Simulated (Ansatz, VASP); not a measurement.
## Hg in VASP and in Ansatz

```
CELL_PARAMETERS angstrom
3.32056 0.00000 0.00000
-1.47214 3.07613 0.00000
-0.95833 -1.39730 8.12061
ATOMIC_POSITIONS crystal
Hg 0.00000 0.00000 0.00000
Hg 0.41393 0.25858 0.66474
Hg 0.58607 0.74142 0.33526
```

Alike in both runs: task single point; functional PBE; k mesh 9 × 9 × 4; occupations fermi-dirac, width 0.05 eV; no spin polarisation.

|  | VASP | Ansatz |
| --- | --- | --- |
| version | VASP 6.6.1 | Ansatz 0.2.0 |
| potentials or method | VASP PAW PBE potentials, release 64 (Hg) | Ansatz PAW |
| plane-wave cutoff (eV) | 520 | 420 |
| valence electrons in the cell | 36 | 60 |

Ansatz gave:

```
gap on the k mesh at the Fermi level (eV)       : none
pressure (GPa)                                  : 0.7
largest component of the traceless stress (GPa) : 0.13
rms of the force components (eV/Å)              : 0.013
```

Task: What did VASP give for the same quantities?

Result: gap on the k mesh at the Fermi level (eV): none; pressure (GPa): 0.9; largest component of the traceless stress (GPa): 0.13; rms of the force components (eV/Å): 0.013.

Atom by atom the forces differ by 0.000 eV/Å (rms over components). A gap of «none» marks a metal or a gap that the smearing closes. With one functional, cell and mesh, what is left measures potentials, basis and numerics. The two sets of potentials don't hold the same shells in valence.

Spin-orbit coupling is left out, which matters for the levels of Hg.
